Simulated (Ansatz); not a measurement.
L1₀ (CuAu-type) CoPt was calculated with PBEsol in Ansatz (PAW).

Run with plane-wave cutoff 520 eV, 20×20×16 k mesh (along the axes of the cell as run), Fermi–Dirac smearing 0.05 eV, spin-polarised with parallel moments, scalar-relativistic PAW data made under PBE.

Energies at three volumes about the minimum:

```
V (Å³/atom)  E − E_lowest (meV/atom)
-----------  -----------------------
12.689                          4.19
12.948                          0.00
13.206                          3.89
```

Fit a parabola by hand: where is the minimum, and what is the bulk modulus?

Slopes: (0.00 − 4.19)/(12.948 − 12.689) = -16.178 and (3.89 − 0.00)/(13.206 − 12.948) = 15.078 meV/Å³. Curvature E″ = 2 × (15.078 − (-16.178))/(13.206 − 12.689) = 120.913 meV/Å⁶. From the middle of the first interval, the slope vanishes at V0 = 12.8185 − (-16.178)/120.913 = 12.952 Å³/atom. B = V0 E″ = 12.952 × 120.913 meV/Å³ × 0.1602 GPa per meV/Å³ = 251 GPa. The full Birch–Murnaghan fit to all volumes gives V0 = 12.947 Å³/atom and B0 = 250 GPa.

Shape and atoms are relaxed at each volume.

Note: the bulk modulus comes from volumes at which shape and atoms were relaxed.

Ansatz is a quantum-chemistry and plane-wave program.
